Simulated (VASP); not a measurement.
Ta, 1 atom in the cell. It takes space group Im-3m (No. 229, cubic). The conventional cell has a = 3.310 Å, b = 3.310 Å, c = 3.310 Å, α = 90.00°, β = 90.00°, γ = 90.00°. Around Ta (site symmetry m-3m) lie 8 Ta at 2.87 Å. 

```yaml
Program: VASP 6.6.1
Task: relaxation of cell and atoms
Functional: r2SCAN
Potentials_or_basis: VASP PAW PBE potentials, release 64 (Ta_pv)
Cutoff: 600 eV
k_mesh: 16 × 16 × 16
Occupations: methfessel-paxton, width 0.1 eV
Spin: no spin polarisation
Further_INCAR_settings: ALGO = Normal; EDIFF = 1e-07; IBRION = 2; EDIFFG = -0.005; NSW = 90; ISIF = 3
```

Potentials or basis: VASP PAW PBE potentials, release 64 (Ta_pv).

Command:

```console
$ cat potpaw_PBE.64/Ta_pv/POTCAR > POTCAR
$ mpirun -np 1 vasp_std > vasp.out
```

Hardware: 1 thread of Intel(R) Xeon(R) Platinum 8259CL CPU @ 2.50GHz (Skylake/Cascade Lake), with other jobs on the host.

Task: How long does it take, and how much memory?

Result: Run time: 97 s on 1 thread of Intel(R) Xeon(R) Platinum 8259CL CPU @ 2.50GHz (Skylake/Cascade Lake), with other jobs on the host, peak memory 0.17 GiB. Counts: scf iterations 18, k points 145, ion steps 1.
